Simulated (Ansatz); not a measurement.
TlCl in the CsCl-type structure, relaxed with r2SCAN, was run in the plane-wave code Ansatz under altered settings. All numbers are computed, without spin polarisation but where a row says otherwise.

```
CELL_PARAMETERS angstrom
3.83883 0.00000 0.00000
0.00000 3.83883 0.00000
0.00000 0.00000 3.83883
ATOMIC_POSITIONS crystal
Tl 0.00000 0.00000 0.00000
Cl 0.50000 0.50000 0.50000
```

The base run's other keys:
```yaml
kpoints:
  mp_grid: { grid: [4, 4, 4] }
hamiltonian:
  xc: hse06
scf:
  occupations: { method: fixed }
  n_extra_bands: 4
```

It takes 11 iterations with 1141 plane waves at 420 eV and 10 k points, and leaves a mean stress of +0.94 GPa. The gap over this mesh is 2.848 eV.

Outcomes, with energy and stress as changes against the base:
```csv
setting,outcome,ΔF (meV/atom),Δ mean stress (GPa),gap on the mesh (eV),iterations
hamiltonian.xc: hf,converged,–,+5.1,8.257,17
"PBE hybrid, exx coeff 0.1, omega 0.3 1/Å",converged,–,+0.2,2.311,9
scf.exx.singularity: none,converged,+0.7,0.0,2.847,11
scf.exx.max_outer_iter: 2,converged,0.0,0.0,2.848,14
basis.ecutrho_ratio: 12,converged,0.0,0.0,2.848,11
scf.occupations: fermi_dirac 0.001,converged,0.0,0.0,2.848,11
```
A dash marks a value that wasn't obtained or can't be compared. Stress is positive in compression.

- hamiltonian.xc: hf. The mean stress moves by +5.1 GPa and the gap on the mesh by +5.409 eV (to 8.257). It's another functional on the same cell, so totals aren't comparable.
- PBE hybrid, exx coeff 0.1, omega 0.3 1/Å. That is 10 % exact exchange, screened with ω = 0.3 1/Å, against HSE06's 25 % screened at 0.208 1/Å. The mean stress moves by +0.2 GPa and the gap on the mesh by -0.536 eV (to 2.311). Totals of different functionals aren't comparable.

Within 1 meV an atom, 0.1 GPa and 0.005 eV of the base stay: scf.exx.singularity: none; scf.exx.max_outer_iter: 2; basis.ecutrho_ratio: 12; scf.occupations: fermi_dirac 0.001.

Spin-orbit coupling is left out; in compounds of Pb, Bi, Tl or Hg it can lower a gap by up to about 1 eV, split its edges or invert the bands.

The program warns that its thresholds are loose for a hybrid's stress.

The meshes of the hybrids are coarse, so their gaps aren't converged to the digits shown.
